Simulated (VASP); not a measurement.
Crystal: GaAs.

```xyz
2
Lattice="0.0000 2.8268 2.8268 2.8268 0.0000 2.8268 2.8268 2.8268 0.0000" Properties=species:S:1:pos:R:3 pbc="T T T"
Ga    0.0000    0.0000    0.0000
As    1.4134    1.4134    1.4134
```

Program: VASP 6.6.1. Alike in all runs: task single point; no spin polarisation; cell as given; cutoff (eV) 520; smearing fermi-dirac 0.02 eV.

Q: Order these runs on this cell by their pressure, lowest first.
A. level PBE; potentials or basis VASP PAW PBE potentials, release 64 (Ga_d, As); k mesh 7 × 7 × 7
B. level LDA; potentials or basis VASP PAW LDA potentials, release 64 (Ga_d, As); k mesh 7 × 7 × 7
C. level HSE06; potentials or basis VASP PAW PBE potentials, release 64 (Ga_d, As); k mesh 5 × 5 × 5; grid for exact exchange (PRECFOCK) Fast; screening parameter 0.2 1/A

A: B (-1.6 GPa), C (1.0 GPa), A (3.4 GPa).

Caveats: the PAW data sets were made with another functional, which shifts forces and pressure a little (some runs).

Not every run made on this cell is shown here.
